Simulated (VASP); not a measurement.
# Ba (P4/mmm) in VASP: further runs

Runs on Ba. Level: PBEsol. Tasks: single point.

Program: VASP 6.6.1. These are calculated values, not measurements. Logs are shortened: lines on timing, memory, paths and dates and some standing lists are left out, and cuts for length are marked.

## 1. Starting point

The structure is tetragonal, space group P4/mmm (No. 123). Conventional cell: a = 4.000 Å, b = 4.000 Å, c = 3.606 Å, α = 90.00°, β = 90.00°, γ = 90.00°. Ba (site symmetry 4/mmm) has 6 Ba at 3.61 to 4.00 Å as nearest neighbours.

This isn't the form of Ba at room conditions, which is bcc.

## 2. Single point, PBEsol

Input file INCAR:

```
ALGO = Fast
EDIFF = 1E-6
ENCUT = 520
GGA = PS
ISIF = 2
ISMEAR = 0
LASPH = T
LCHARG = T
LELF = T
LREAL = F
LVHAR = T
LWAVE = F
NBANDS = 11
NELM = 100
PREC = Accurate
SIGMA = 0.15
```

Input file KPOINTS:

```
k-points
0
Gamma
  14 14 14
```

Input file POSCAR:

```
Ba
1.0
    3.9996500000      0.0000000000      0.0000000000
    0.0000000000      3.9996500000      0.0000000000
    0.0000000000      0.0000000000      3.6055390000
Ba
1
Direct
    0.5000000000      0.5000000000      0.5000000000
```

Potentials or basis: VASP PAW PBE potentials, release 64 (Ba_sv).

Command:

```sh
$ cat potpaw_PBE.64/Ba_sv/POTCAR > POTCAR
$ mpirun -np 1 vasp_std > vasp.out
```

OUTCAR:

```text
EDIFF = 1E-6
   ENCUT = 520
   GGA = PS
   ISIF = 2
   ISMEAR = 0
   LASPH = T
   LREAL = F
   NELM = 100
   PREC = Accurate

 ion  position               nearest neighbor table
   1  0.500  0.500  0.500-

  LATTYP: Found a simple tetragonal cell.
 ALAT       =     3.9996500000
 C/A-ratio  =     0.9014636281

  Lattice vectors:

 A1 = (   3.9996500000,   0.0000000000,   0.0000000000)
 A2 = (   0.0000000000,   3.9996500000,   0.0000000000)
 A3 = (   0.0000000000,   0.0000000000,   3.6055390000)

Analysis of symmetry for initial positions (statically):
=====================================================================
 Subroutine PRICEL returns:
 Original cell was already a primitive cell.

 Routine SETGRP: Setting up the symmetry group for a
 simple tetragonal supercell.

 Subroutine GETGRP returns: Found 16 space group operations
 (whereof 16 operations were pure point group operations)
 out of a pool of 16 trial point group operations.

The static configuration has the point symmetry D_4h.

Analysis of symmetry for dynamics (positions and initial velocities):
=====================================================================
 Subroutine PRICEL returns:
 Original cell was already a primitive cell.

 Routine SETGRP: Setting up the symmetry group for a
 simple tetragonal supercell.

 Subroutine GETGRP returns: Found 16 space group operations
 (whereof 16 operations were pure point group operations)
 out of a pool of 16 trial point group operations.

The dynamic configuration has the point symmetry D_4h.

 Subroutine INISYM returns: Found 16 space group operations
 (whereof 16 operations are pure point group operations),
 and found     1 'primitive' translations

----------------------------------------------------------------------------------------

                                     Primitive cell

  volume of cell :      57.6785

  direct lattice vectors                    reciprocal lattice vectors
     3.999650000  0.000000000  0.000000000     0.250021877  0.000000000  0.000000000
     0.000000000  3.999650000  0.000000000     0.000000000  0.250021877  0.000000000
     0.000000000  0.000000000  3.605539000     0.000000000  0.000000000  0.277351042

  length of vectors
     3.999650000  3.999650000  3.605539000     0.250021877  0.250021877  0.277351042

  position of ions in fractional coordinates (direct lattice)
     0.500000000  0.500000000  0.500000000

  ion indices of the primitive-cell ions
   primitive index   ion index
                 1           1

----------------------------------------------------------------------------------------

 KPOINTS: k-points

Automatic generation of k-mesh.
 Grid dimensions read from file:
 generate k-points for:   14   14   14

 Generating k-lattice:

  Cartesian coordinates                     Fractional coordinates (reciprocal lattice)
     0.017858705  0.000000000  0.000000000     0.071428571  0.000000000  0.000000000
     0.000000000  0.017858705  0.000000000     0.000000000  0.071428571  0.000000000
     0.000000000  0.000000000  0.019810789     0.000000000  0.000000000  0.071428571

  Length of vectors
     0.017858705  0.017858705  0.019810789

  Shift w.r.t. Gamma in fractional coordinates (k-lattice)
     0.000000000  0.000000000  0.000000000

 Subroutine IBZKPT returns following result:
 ===========================================

 Found    288 irreducible k-points:

 Following reciprocal coordinates:
            Coordinates               Weight
  0.000000  0.000000  0.000000      1.000000
  0.071429  0.000000  0.000000      4.000000
  0.142857  0.000000  0.000000      4.000000
  0.214286  0.000000  0.000000      4.000000
  0.285714  0.000000  0.000000      4.000000
  0.357143  0.000000  0.000000      4.000000
[... 16 lines left out ...]
  0.285714  0.214286  0.000000      8.000000
  0.357143  0.214286  0.000000      8.000000
 [... further k-points ...]
   k-points           NKPTS =    288   k-points in BZ     NKDIM =    288   number of bands    NBANDS=     11
   number of dos      NEDOS =    301   number of ions     NIONS =      1
   total plane-waves  NPLWV =  25200
   dimension x,y,z NGX =    30 NGY =   30 NGZ =   28
   dimension x,y,z NGXF=    60 NGYF=   60 NGZF=   56
   ions per type =               1
   NGX,Y,Z   is equivalent  to a cutoff of  12.47, 12.47, 12.91 a.u.
   NGXF,Y,Z  is equivalent  to a cutoff of  24.94, 24.94, 25.82 a.u.
 SYSTEM =  unknown system
   PREC   = accura    normal or accurate (medium, high low for compatibility)
   ISTART =      0    job   : 0-new  1-cont  2-samecut
   ICHARG =      2    charge: 1-file 2-atom 10-const
   ISPIN  =      1    spin polarized calculation?
   LNONCOLLINEAR =      F non collinear calculations
   LSORBIT =      F    spin-orbit coupling
   LASPH  =      T    aspherical Exc in radial PAW
   ENCUT  =  520.0 eV  38.22 Ry    6.18 a.u.   7.44  7.44  6.70*2*pi/ulx,y,z
   NELM   =    100;   NELMIN=  2; NELMDL= -5     # of ELM steps
   EDIFF  = 0.1E-05   stopping-criterion for ELM
   LREAL  =      F    real-space projection
   EDIFFG = 0.1E-04   stopping-criterion for IOM
   NSW    =      0    number of steps for IOM
   IBRION =     -1    ionic relax: 0-MD 1-quasi-New 2-CG
   NFREE  =      0    steps in history (QN), initial steepest desc. (CG)
   ISIF   =      2    stress and relaxation
   ISYM   =      2    0-nonsym 1-usesym 2-fastsym
   POTIM  = 0.5000    time-step for ionic-motion
   TEBEG  =    0.0;   TEEND  =   0.0 temperature during run
   PSTRESS=    0.0 pullay stress
   NELECT =      10.0000    total number of electrons
   NUPDOWN=      -1.0000    fix difference up-down
   EMIN   =  10.00;   EMAX   =-10.00  energy-range for DOS
   EFERMI =   0.00;   METHOD = LEGACY
   ISMEAR =     0;   SIGMA  =   0.15  broadening in eV -4-tet -1-fermi 0-gaus
   EFERMI_NEDOS =   21; number of points for ismear=-14 and -15
   IALGO  =     68    algorithm
   IMIX   =      4    mixing-type and parameters
     AMIX     =   0.40;   BMIX     =  1.00
     AMIX_MAG =   1.60;   BMIX_MAG =  1.00
  volume/ion in A,a.u.               =      57.68       389.23
  Fermi-wavevector in a.u.,A,eV,Ry     =   0.912858  1.725052 11.337878  0.833311
  Thomas-Fermi vector in A             =   2.037303
   LORBIT       =      0    0 simple, 1 ext, 2 COOP (PROOUT), +10 PAW based schemes
   GGA     = PS    functional components
   LHFCALC =     F    Hartree Fock is set to
   AEXX    =    0.0000 exact exchange contribution
   IVDW    =     0    specifies the selected vdW correction
   LEPSILON=     F    determine dielectric tensor
   LRPA    =     F    only Hartree local field effects (RPA)
 non-spin polarized calculation
 RMM-DIIS sequential band-by-band and
 Gauss-broadening in eV      SIGMA  =   0.15
  energy-cutoff  :      520.00
  volume of cell :       57.68
 maximum number of plane-waves:      1574
 NGX is ok and might be reduce to    30
   NGX = 15   NGY = 15   NGZ = 13

 number of electron      10.0000000 magnetization

 number of electron       9.9999999 magnetization

 Free energy of the ion-electron system (eV)
  ---------------------------------------------------
  ext. energy  EPLUGINS =         0.00000000
  ---------------------------------------------------
  free energy    TOTEN  =        -1.80522770 eV

  energy without entropy =       -1.79437779  energy(sigma->0) =       -1.79980275

 E-fermi :   1.7097     XC(G=0):  -7.7732

 val. band max:        1.7096468855   @ k =   0.0714   0.0714   0.0000
 cond. band min:       1.7258335154   @ k =   0.5000   0.2143   0.1429
 fundamental gap:      0.0161866299
 Fermi energy:         1.7096571071

 k-point     1 :       0.0000    0.0000    0.0000
  band No.  band energies     occupation
      1     -27.3244      2.00000
      2     -12.1586      2.00000
      3     -12.1586      2.00000
      4     -11.8004      2.00000
      5      -0.8376      2.00000
      6       1.6532      1.40554
      7       1.7082      1.01105
      8       6.4752      0.00000
      9       7.3094      0.00000
     10       7.3094      0.00000
     11       9.1898      0.00000

 k-point     2 :       0.0714    0.0000    0.0000
  band No.  band energies     occupation
      1     -27.3218      2.00000
      2     -12.1946      2.00000
      3     -12.1556      2.00000
      4     -11.7978      2.00000
      5      -0.7600      2.00000
      6       1.6776      1.23759
      7       1.7746      0.54047
      8       6.2664      0.00000
      9       7.1572      0.00000
     10       7.3193      0.00000
     11       8.8857      0.00000

 k-point     3 :       0.1429    0.0000    0.0000
  band No.  band energies     occupation
      1     -27.3146      2.00000
      2     -12.2933      2.00000
      3     -12.1471      2.00000
      4     -11.7905      2.00000
      5      -0.5431      2.00000
      6       1.7371      0.79550
      7       1.9740      0.01268
      8       5.8085      0.00000
      9       6.7932      0.00000
     10       7.3473      0.00000
     11       8.2699      0.00000

 k-point     4 :       0.2143    0.0000    0.0000
  band No.  band energies     occupation
      1     -27.3042      2.00000
      2     -12.4312      2.00000
      3     -12.1348      2.00000
      4     -11.7800      2.00000
      5      -0.2273      2.00000
      6       1.8239      0.28164
      7       2.2623      0.00000
      8       5.3122      0.00000
      9       6.3677      0.00000
     10       7.3885      0.00000
     11       7.6987      0.00000
[... 239 lines left out ...]
 k-point    22 :       0.2143    0.2143    0.0000
  band No.  band energies     occupation
      1     -27.2842      2.00000
      2     -12.4124      2.00000
      3     -12.3908      2.00000
      4     -11.7599      2.00000
      5       0.3522      2.00000
      6       2.0550      0.00113
      7       2.7591      0.00000
      8       4.1248      0.00000
      9       6.3726      0.00000
     10       6.6211      0.00000
     11       8.8127      0.00000

 k-point    23 :       0.2857    0.2143    0.0000
  band No.  band energies     occupation
      1     -27.2727      2.00000
      2     -12.5465      2.00000
      3     -12.3838      2.00000
      4     -11.7483      2.00000
      5       0.6763      2.00000
      6       2.0890      0.00035
      7       3.0007      0.00000
      8       3.9471      0.00000
      9       6.0880      0.00000
     10       6.5967      0.00000
     11       8.4297      0.00000

 k-point    24 :       0.3571    0.2143    0.0000
  band No.  band energies     occupation
      1     -27.2623      2.00000
      2     -12.6713      2.00000
      3     -12.3687      2.00000
      4     -11.7379      2.00000
      5       0.9983      2.00000
      6       2.0297      0.00255
      7       2.9633      0.00000
      8       4.2225      0.00000
      9       5.8052      0.00000
     10       6.6467      0.00000
     11       8.1803      0.00000

 [... further k-points ...]
[... 5 lines left out ...]
  --------------------------------------------------------------------------------------
  -------------------------------------------------------------------------------------
  Total       -0.4755969     -0.4755969      0.9146548      0.0000000      0.0000000      0.0000000
  in kB      -13.2109926    -13.2109926     25.4070148      0.0000000      0.0000000      0.0000000
  external PRESSURE =      -0.3383234 kB  Pullay stress =       0.0000000 kB

 VOLUME and BASIS-vectors are now :
 -----------------------------------------------------------------------------
  energy-cutoff  :      520.00
  volume of cell :       57.68
      direct lattice vectors                 reciprocal lattice vectors
     3.999650000  0.000000000  0.000000000     0.250021877  0.000000000  0.000000000
     0.000000000  3.999650000  0.000000000     0.000000000  0.250021877  0.000000000
     0.000000000  0.000000000  3.605539000     0.000000000  0.000000000  0.277351042

 POSITION                                       TOTAL-FORCE (eV/Angst)
 -----------------------------------------------------------------------------------
      1.99982      1.99982      1.80277         0.000000      0.000000      0.000000
 -----------------------------------------------------------------------------------
    total drift:                                0.000000      0.000000      0.000000

  FREE ENERGIE OF THE ION-ELECTRON SYSTEM (eV)
  ---------------------------------------------------
  free  energy   TOTEN  =        -1.8052277023 eV

  energy  without entropy=       -1.7943777920  energy(sigma->0) =       -1.79980275
```

Run time: 74 s. Hardware: 1 thread of Intel Xeon Platinum 8559C (Emerald Rapids), shared host; peak memory 0.29 GiB.

Results:

* Free energy: -1.8052 eV
* Pressure: 0.0 GPa
* Band gap on the k mesh: none (metal or under the smearing width)

Stress tensor (GPa, compression positive):
```
-1.32  0.00  0.00
 0.00 -1.32  0.00
 0.00  0.00  2.54
```

Caveat: the PAW data sets were made with another functional, which shifts forces and pressure a little. Spin-orbit coupling is left out, which matters for the levels of Ba.

## 3. Single point, PBEsol

Input file INCAR:

```
ALGO     = Fast           # electronic algorithm
EDIFF    = 1E-6           # SCF threshold, eV
ENCUT    = 520            # plane-wave cutoff, eV
GGA      = PS             # functional
ISIF     = 2              # what is computed and relaxed
ISMEAR   = 0              # smearing method
LASPH    = True           # aspherical terms in the spheres
LCHARG   = False          # write CHGCAR
LREAL    = False          # projectors in reciprocal space
LWAVE    = False          # write WAVECAR
NBANDS   = 11             # bands
NELM     = 100            # most SCF steps
PREC     = Accurate       # precision mode
SIGMA    = 0.15           # smearing width, eV
```

Input file KPOINTS:

```
k-points
0
Gamma
  12 12 14
```

POSCAR is that of step 2.

Potentials or basis: VASP PAW PBE potentials, release 64 (Ba_sv).

Command:

```sh
$ cat potpaw_PBE.64/Ba_sv/POTCAR > POTCAR
$ mpirun -np 1 vasp_std > vasp.out
```

OUTCAR:

```text
EDIFF = 1E-6
   ENCUT = 520
   GGA = PS
   ISIF = 2
   ISMEAR = 0
   LASPH = True
   LREAL = False
   NELM = 100
   PREC = Accurate

 ion  position               nearest neighbor table
   1  0.500  0.500  0.500-

  LATTYP: Found a simple tetragonal cell.
 ALAT       =     3.9996500000
 C/A-ratio  =     0.9014636281

  Lattice vectors:

 A1 = (   3.9996500000,   0.0000000000,   0.0000000000)
 A2 = (   0.0000000000,   3.9996500000,   0.0000000000)
 A3 = (   0.0000000000,   0.0000000000,   3.6055390000)

Analysis of symmetry for initial positions (statically):
=====================================================================
 Subroutine PRICEL returns:
 Original cell was already a primitive cell.

 Routine SETGRP: Setting up the symmetry group for a
 simple tetragonal supercell.

 Subroutine GETGRP returns: Found 16 space group operations
 (whereof 16 operations were pure point group operations)
 out of a pool of 16 trial point group operations.

The static configuration has the point symmetry D_4h.

Analysis of symmetry for dynamics (positions and initial velocities):
[... 162 lines left out ...]
 E-fermi :   1.7134     XC(G=0):  -7.7732

 val. band max:        1.7084155867   @ k =   0.0000   0.0000   0.0000
 cond. band min:       1.7277313924   @ k =   0.5000   0.0000   0.2143
 fundamental gap:      0.0193158056
 Fermi energy:         1.7134134150

 k-point     1 :       0.0000    0.0000    0.0000
  band No.  band energies     occupation
      1     -27.3242      2.00000
      2     -12.1583      2.00000
      3     -12.1583      2.00000
      4     -11.8006      2.00000
      5      -0.8377      2.00000
      6       1.6528      1.43229
      7       1.7084      1.03758
      8       6.4755      0.00000
      9       7.3094      0.00000
     10       7.3094      0.00000
     11       9.1897      0.00000
[... 309 lines left out ...]
 k-point    24 :       0.4167    0.3333    0.0000
  band No.  band energies     occupation
      1     -27.2374      2.00000
      2     -12.7105      2.00000
      3     -12.5837      2.00000
      4     -11.7134      2.00000
      5       1.1194      2.00000
      6       1.8498      0.19861
      7       3.9923      0.00000
      8       4.6537      0.00000
      9       5.7825      0.00000
     10       6.1158      0.00000
     11       8.1445      0.00000

 [... further k-points ...]
[... 5 lines left out ...]
  --------------------------------------------------------------------------------------
  -------------------------------------------------------------------------------------
  Total       -0.4803631     -0.4803631      0.9167668      0.0000000      0.0000000      0.0000000
  in kB      -13.3433855    -13.3433855     25.4656800      0.0000000      0.0000000      0.0000000
  external PRESSURE =      -0.4070304 kB  Pullay stress =       0.0000000 kB

 VOLUME and BASIS-vectors are now :
 -----------------------------------------------------------------------------
  energy-cutoff  :      520.00
  volume of cell :       57.68
      direct lattice vectors                 reciprocal lattice vectors
     3.999650000  0.000000000  0.000000000     0.250021877  0.000000000  0.000000000
     0.000000000  3.999650000  0.000000000     0.000000000  0.250021877  0.000000000
     0.000000000  0.000000000  3.605539000     0.000000000  0.000000000  0.277351042

 POSITION                                       TOTAL-FORCE (eV/Angst)
 -----------------------------------------------------------------------------------
      1.99982      1.99982      1.80277         0.000000      0.000000      0.000000
 -----------------------------------------------------------------------------------
    total drift:                                0.000000      0.000000      0.000000

  FREE ENERGIE OF THE ION-ELECTRON SYSTEM (eV)
  ---------------------------------------------------
  free  energy   TOTEN  =        -1.8057669319 eV

  energy  without entropy=       -1.7962270584  energy(sigma->0) =       -1.80099700
```

OSZICAR:

```text
N       E                     dE             d eps       ncg     rms          rms(c)
DAV:   1     0.623273703738E+02    0.62327E+02   -0.43929E+03  4928   0.740E+02
DAV:   2     0.155701592386E+01   -0.60770E+02   -0.59385E+02  6018   0.145E+02
DAV:   3    -0.166300133785E+01   -0.32200E+01   -0.32004E+01  6262   0.382E+01
DAV:   4    -0.181898085852E+01   -0.15598E+00   -0.15537E+00  7136   0.531E+00
DAV:   5    -0.181981230045E+01   -0.83144E-03   -0.83136E-03  6210   0.429E-01    0.215E+00
RMM:   6    -0.180978898846E+01    0.10023E-01   -0.76312E-03  5421   0.746E-01    0.127E+00
RMM:   7    -0.180533589040E+01    0.44531E-02   -0.21084E-02  6277   0.118E+00    0.686E-02
RMM:   8    -0.180569263526E+01   -0.35674E-03   -0.29028E-03  6990   0.318E-01    0.352E-02
RMM:   9    -0.180575517735E+01   -0.62542E-04   -0.35400E-04  7195   0.103E-01    0.117E-02
RMM:  10    -0.180576587345E+01   -0.10696E-04   -0.64517E-05  7708   0.422E-02    0.336E-03
RMM:  11    -0.180576674461E+01   -0.87116E-06   -0.14249E-05  7211   0.166E-02    0.309E-03
RMM:  12    -0.180576693190E+01   -0.18729E-06   -0.25162E-06  5322   0.706E-03
   1 F= -.18057669E+01 E0= -.18009970E+01  d E =-.953987E-02
```

It took 61 s on 1 thread of Intel Xeon Platinum 8559C (Emerald Rapids), shared host; peak memory 0.27 GiB.

Results:

```
Free energy            : -1.8058 eV
Pressure               : 0.0 GPa
Band gap on the k mesh : none (metal or under the smearing width)
```

Levels at points of the mesh, in eV from the Fermi level:
| k point | band 3 | band 4 | band 5 | band 6 | band 7 | band 8 |
| --- | --- | --- | --- | --- | --- | --- |
| (0.00, 0.00, 0.00) | -13.87 | -13.51 | -2.55 | -0.06 | -0.01 | 4.76 |
| (0.50, 0.00, 0.00) | -13.81 | -13.46 | -0.78 | 0.42 | 0.86 | 2.56 |
| (0.50, 0.50, 0.00) | -14.44 | -13.41 | -0.96 | 0.36 | 3.38 | 3.38 |
| (0.00, 0.00, 0.50) | -13.71 | -13.71 | -0.26 | 0.96 | 1.35 | 2.14 |
| (0.50, 0.00, 0.50) | -14.31 | -13.65 | -1.14 | 1.03 | 2.58 | 3.40 |
| (0.50, 0.50, 0.50) | -14.23 | -14.23 | -0.32 | -0.32 | 0.45 | 4.12 |

Caveat: the PAW data sets were made with another functional, which shifts forces and pressure a little. Spin-orbit coupling is left out, which matters for the levels of Ba.
